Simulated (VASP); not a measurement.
Molecule: Ag, in a box.

```
CELL_PARAMETERS angstrom
10.50000 0.00000 0.00000
0.00000 11.00000 0.00000
0.00000 0.00000 11.50000
ATOMIC_POSITIONS crystal
Ag 0.50000 0.50455 0.50000
```

Program: VASP 6.6.1. Alike in all runs: task single point; spin collinear, ferromagnetic start; fixed moment (μB) 1; cell as given; k mesh 1 × 1 × 1; cutoff (eV) 400; smearing gaussian 0.01 eV. Hardware: 4 MPI ranks on Intel(R) Xeon(R) 6975P-C (Granite Rapids) (shared host).

Order these runs on this cell by their wall time, lowest first.
A. level LDA; potentials or basis VASP PAW LDA potentials, release 64 (Ag)
B. level rev-vdW-DF2; potentials or basis VASP PAW PBE potentials, release 64 (Ag)
C. level PBE+D3; potentials or basis VASP PAW PBE potentials, release 64 (Ag)

A (18 s), C (37 s), B (190 s).

Caveats: the total moment is fixed, so each spin has its own Fermi level.
